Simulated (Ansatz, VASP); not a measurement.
## Two plane-wave programs on Ta2N

The input POSCAR:

```
Ta2N
1.0
    3.1128615060      0.0000000000      0.0000000000
   -1.5564307530      2.6958171426      0.0000000000
    0.0000000000      0.0000000000      4.8698410000
Ta N
2 1
Direct
    0.6666666700      0.3333333300      0.7452890000
    0.3333333300      0.6666666700      0.2547110000
    0.0000000000      0.0000000000      0.0000000000
```

INCAR.step1

```
SYSTEM = Ta2N
ALGO     = Normal         ! electronic algorithm
EDIFF    = 1E-4           ! SCF threshold, eV
ENCUT    = 520            ! plane-wave cutoff, eV
GGA      = PE             ! functional
ISMEAR   = 0              ! smearing method
LASPH    = .True.         ! aspherical terms in the spheres
LCHARG   = .False.        ! write CHGCAR
LREAL    = .False.        ! projectors in reciprocal space
LWAVE    = .True.         ! write WAVECAR
NBANDS   = 20             ! bands
NELM     = 60             ! most SCF steps
PREC     = Accurate       ! precision mode
SIGMA    = 0.1            ! smearing width, eV
```

The input INCAR.step2:

```
SYSTEM = Ta2N
ALGO     = Normal         ! electronic algorithm
EDIFF    = 1E-6           ! SCF threshold, eV
ENCUT    = 520            ! plane-wave cutoff, eV
ISIF     = 2              ! what is computed and relaxed
ISMEAR   = 0              ! smearing method
ISTART   = 1            
LASPH    = .True.         ! aspherical terms in the spheres
LCHARG   = .False.        ! write CHGCAR
LMIXTAU  = .True.       
LREAL    = .False.        ! projectors in reciprocal space
LWAVE    = .False.        ! write WAVECAR
METAGGA  = R2SCAN         ! meta-GGA
NBANDS   = 20             ! bands
NELM     = 60             ! most SCF steps
PREC     = Accurate       ! precision mode
SIGMA    = 0.1            ! smearing width, eV
```

The input KPOINTS:

```
k-points
0
Gamma
  6 6 4
  0 0 0
```

Input for Ansatz:

```yaml
crystal:
  lattice:
    - [3.112861506, 0.0, 0.0]
    - [-1.556430753, 2.6958171426, 0.0]
    - [0.0, 0.0, 4.869841]
  atoms:
    - { symbol: Ta, position: [0.66666667, 0.33333333, 0.745289] }
    - { symbol: Ta, position: [0.33333333, 0.66666667, 0.254711] }
    - { symbol: "N", position: [0.0, 0.0, 0.0] }
basis:
  ecutwfc: 500
kpoints:
  mp_grid: { grid: [6, 6, 4] }
hamiltonian:
  xc: r2scan
scf:
  occupations: { method: gaussian, width: 0.1 }
  lower_state_search: "off"
output:
  forces: true
  stress: true
  eigenvalues: true
```

Alike in both runs: task single point; functional r2SCAN; k mesh 6 × 6 × 4; occupations gaussian, width 0.1 eV; no spin polarisation.

|  | VASP | Ansatz |
| --- | --- | --- |
| version | VASP 6.6.1 | Ansatz 0.2.0 |
| potentials or method | VASP PAW PBE potentials, release 64 (Ta_pv, N) | scalar-relativistic, plane waves, PAW |
| plane-wave cutoff (eV) | 520 | 500 |
| valence electrons in the cell | 27 | 31 |

Ansatz gave:

```
gap on the k mesh at the Fermi level (eV)       : none
pressure (GPa)                                  : -5.2
largest component of the traceless stress (GPa) : 1.53
rms of the force components (eV/Å)              : 0.091
```

Q: Which values does VASP return?

A: gap on the k mesh at the Fermi level (eV): none; pressure (GPa): -4.2; largest component of the traceless stress (GPa): 1.29; rms of the force components (eV/Å): 0.062.

Atom by atom the forces differ by 0.029 eV/Å (rms over components). A gap of «none» marks a metal or a gap that the smearing closes. The two sets of potentials don't hold the same shells in valence.

Caveats: the k mesh is coarse (spacing up to 0.39 Å⁻¹), so the values aren't converged; the PAW data sets were made with another functional, which shifts forces and pressure a little (VASP). Spin-orbit coupling is left out, which matters for the levels of Ta.
